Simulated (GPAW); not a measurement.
```
A GW chain in GPAW: SiC (F-43m)
1.0
     0.00000    2.17900    2.17900
     2.17900    0.00000    2.17900
     2.17900    2.17900    0.00000
Si C
1 1
Direct
  0.00000 0.00000 0.00000
  0.25000 0.25000 0.25000
# method: DFT, PBE, plane waves, PAW (and 1 further level or step)
# program: GPAW 26.7.0
# settings of one run: cutoff 600 eV, GPAW PAW setups 1.2.1 data release, 6×6×6 k-mesh, nbands 96
# cost: 4 runs, 59 s in all on 4 MPI ranks of Arm Neoverse V1, shared host (the runs of this entry)
# notes: The cell and positions come from the Crystallography Open Database and are kept as given unless a step says otherwise. Bands and cutoff are finite, so the gap is not at the basis limit. The miss can reach some tenths of an eV and take either sign; the mesh is an error of its own.
# PBE gap: 1.35 eV, indirect
# G0W0 gap on the mesh: 2.13 eV
# GW settings: 6×6×6 mesh, 86 bands, screening to 150 eV, Godby-Needs plasmon pole
# known limits: not at the basis limit
```

[Paths, hosts, dates, memory and timing lines, banners, echoed tables and standing remarks are left out of the program output.]

[Logs are printed without paths, hosts, clocks, repeated set-up lines and the standing remarks that a program may print on its own settings, such as how far it seeks lower states.]

[Runs of the session that timed out or met a known fault of the program may be left out.]

[Hosts, paths, dates, database ids (printed as entryN), source tags and the programs' standing remarks are cut or masked in the printed files.]
